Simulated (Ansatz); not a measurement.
# GaAs and the effect of the functional

It takes space group F-43m (No. 216, cubic). The conventional cell has a = 5.654 Å, b = 5.654 Å, c = 5.654 Å, α = 90.00°, β = 90.00°, γ = 90.00°. As (site symmetry -43m) has 4 Ga at 2.45 Å as nearest neighbours. Ga (site symmetry -43m) is surrounded by 4 As at 2.45 Å.

Kept alike: task single point; k mesh 6 × 6 × 6; occupations fermi-dirac, width 0.05 eV; no spin polarisation. Program: Ansatz, PAW datasets made for the crystal. Cutoffs run from 220 to 360 eV. The mesh is that of the run's cell of 2 atoms. No spin-orbit coupling.

```csv
functional,band gap (eV),pressure (GPa)
HSE06,1.434,1.17
PBE,0.519,3.27
PBE0,2.024,0.95
```

Pressure is positive in compression, with a Pulay correction for the finite cutoff. Spin-orbit coupling, left out here, moves the band edges of heavy atoms and can close or invert small gaps. A gap read on the mesh alone can miss an edge between its points.

The band gap runs from 0.519 (PBE) to 2.024 eV (PBE0). From PBE: HSE06 +0.915; PBE0 +1.505. The pressure runs from 0.95 (PBE0) to 3.27 GPa (PBE). From PBE: HSE06 -2.10; PBE0 -2.32. A positive pressure means that the functional's own cell is larger than the one given, a negative one that it is smaller.
